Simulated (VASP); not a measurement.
PbSe (Clausthalite), 2 atoms in the cell. The structure is cubic, space group Fm-3m (No. 225). Conventional cell: a = 6.218 Å, b = 6.218 Å, c = 6.218 Å, α = 90.00°, β = 90.00°, γ = 90.00°. Pb (site symmetry m-3m) has 6 Se at 3.11 Å as nearest neighbours. Se (site symmetry m-3m) is surrounded by 6 Pb at 3.11 Å. 

| Property | Result |
| --- | --- |
| Program | VASP 6.6.1 |
| Task | relaxation of cell and atoms |
| Functional | PBE |
| Potentials or basis | VASP PAW PBE potentials, release 64 (Pb_d, Se) |
| Cutoff | 600 eV |
| k mesh | 8 × 8 × 8 |
| Occupations | gaussian, width 0.03 eV |
| Spin | no spin polarisation |
| Further INCAR settings | ALGO = Normal; EDIFF = 1e-07; IBRION = 2; EDIFFG = -0.005; NSW = 90; ISIF = 3 |

Potentials or basis: VASP PAW PBE potentials, release 64 (Pb_d, Se).

Run with:

```bash
$ cat potpaw_PBE.64/Pb_d/POTCAR potpaw_PBE.64/Se/POTCAR > POTCAR
$ mpirun -np 1 vasp_std > vasp.out
```

Hardware: 1 thread of AMD EPYC 7R43 64-Core Processor (Zen 3), on a shared host.

Problem. How long does it take, and how much memory?

Solution. Run time: 55 s on 1 thread of AMD EPYC 7R43 64-Core Processor (Zen 3) (shared host), peak memory 0.18 GiB. Counts: scf iterations 13, k points 29, ion steps 1.
